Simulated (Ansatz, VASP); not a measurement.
**TiSi2: VASP beside Ansatz**

INCAR

```
PREC = Accurate
ENCUT = 600
EDIFF = 1E-6
ISMEAR = -1
SIGMA = 0.05
LREAL = False
LASPH = True
NELM = 100
ALGO = Normal
ISIF = 2
LWAVE = False
LCHARG = False
LMAXMIX = 4
GGA = PE
NBANDS = 29
```

The input KPOINTS:

```
Automatic mesh
0
Gamma
  5 5 5
```

Contents of POSCAR:

```
TiSi2
1.0
    0.0000000000      4.1175163063      4.2628978354
    2.3895119538      0.0000000000      4.2628978354
    2.3895119538      4.1175163063      0.0000000000
Ti Si
2 4
Direct
    0.7500000000      0.7500000000      0.7500000000
    0.5000000000      0.5000000000      0.5000000000
    0.4125656100      0.0874343900      0.4125656100
    0.0874343900      0.4125656100      0.0874343900
    0.1625656100      0.8374343900      0.1625656100
    0.8374343900      0.1625656100      0.8374343900
```

The input KPOINTS_OPT:

```
path GYTZGXA1Y,TX1,XAZ,LG
20
line-mode
reciprocal
 0.0000000000  0.0000000000  0.0000000000  G
 0.5000000000  0.0000000000  0.5000000000  Y

 0.5000000000  0.0000000000  0.5000000000  Y
 1.0000000000  0.5000000000  0.5000000000  T

 1.0000000000  0.5000000000  0.5000000000  T
 0.5000000000  0.5000000000  0.0000000000  Z

 0.5000000000  0.5000000000  0.0000000000  Z
 0.0000000000  0.0000000000  0.0000000000  G

 0.0000000000  0.0000000000  0.0000000000  G
 0.0000000000  0.4127457158  0.4127457158  X

 0.0000000000  0.4127457158  0.4127457158  X
 0.5000000000  0.2443551471  0.7443551471  A1

 0.5000000000  0.2443551471  0.7443551471  A1
 0.5000000000  0.0000000000  0.5000000000  Y

 1.0000000000  0.5000000000  0.5000000000  T
 1.0000000000  0.5872542842  0.5872542842  X1

 0.0000000000  0.4127457158  0.4127457158  X
 0.5000000000  0.7556448529  0.2556448529  A

 0.5000000000  0.7556448529  0.2556448529  A
 0.5000000000  0.5000000000  0.0000000000  Z

 0.5000000000  0.5000000000  0.5000000000  L
 0.0000000000  0.0000000000  0.0000000000  G
```

The input input.yaml:

```yaml
crystal:
  lattice:
    - [0.0, 4.1175163063, 4.2628978354]
    - [2.3895119538, 0.0, 4.2628978354]
    - [2.3895119538, 4.1175163063, 0.0]
  atoms:
    - { symbol: Ti, position: [0.75, 0.75, 0.75] }
    - { symbol: Ti, position: [0.5, 0.5, 0.5] }
    - { symbol: Si, position: [0.41256561, 0.08743439, 0.41256561] }
    - { symbol: Si, position: [0.08743439, 0.41256561, 0.08743439] }
    - { symbol: Si, position: [0.16256561, 0.83743439, 0.16256561] }
    - { symbol: Si, position: [0.83743439, 0.16256561, 0.83743439] }
hamiltonian:
  xc: pbe
  pseudopotentials: { kind: paw }
kpoints:
  mp_grid: { grid: [5, 5, 5] }
  band_path:
    path:
      - [[0.0, 0.0, 0.0], [0.5, 0.0, 0.5], [1.0, 0.5, 0.5], [0.5, 0.5, 0.0], [0.0, 0.0, 0.0], [0.0, 0.4127457158, 0.4127457158], [0.5, 0.2443551471, 0.7443551471], [0.5, 0.0, 0.5]]
      - [[1.0, 0.5, 0.5], [1.0, 0.5872542842, 0.5872542842]]
      - [[0.0, 0.4127457158, 0.4127457158], [0.5, 0.7556448529, 0.2556448529], [0.5, 0.5, 0.0]]
      - [[0.5, 0.5, 0.5], [0.0, 0.0, 0.0]]
    npoints: 14
scf:
  occupations: { method: fermi_dirac, width: 0.05 }
  n_extra_bands: 15
output:
  forces: true
  stress: true
  eigenvalues: true
  fatbands: false
  write_density: true
  write_potential: true
  elf: true
  volumetric_format: npy
```

The cell is a database's computed one.

Alike in both runs: task band structure; functional PBE; k mesh 5 × 5 × 5; occupations fermi-dirac, width 0.05 eV; no spin polarisation.

```csv
,VASP,Ansatz
version,VASP 6.6.1,Ansatz 0.2.0
potentials or method,"VASP PAW PBE potentials, release 64 (Ti_sv_GW, Si_GW)",Ansatz PAW
plane-wave cutoff (eV),600,420
valence electrons in the cell,40,40
```

|  | VASP | Ansatz | Ansatz less VASP |
| --- | --- | --- | --- |
| gap on the k mesh at the Fermi level (eV) | none | none | - |
| pressure (GPa) | 1.6 | 2.1 | +0.46 |
| largest component of the traceless stress (GPa) | 1.53 | 1.52 | -0.014 |
| rms of the force components (eV/Å) | 0.016 | 0.016 | +0.0002 |

Atom by atom the forces differ by 0.000 eV/Å (rms over components). A gap of «none» marks a metal or a gap that the smearing closes. The functional is the same, so the differences come from potentials, cutoffs and numerics.
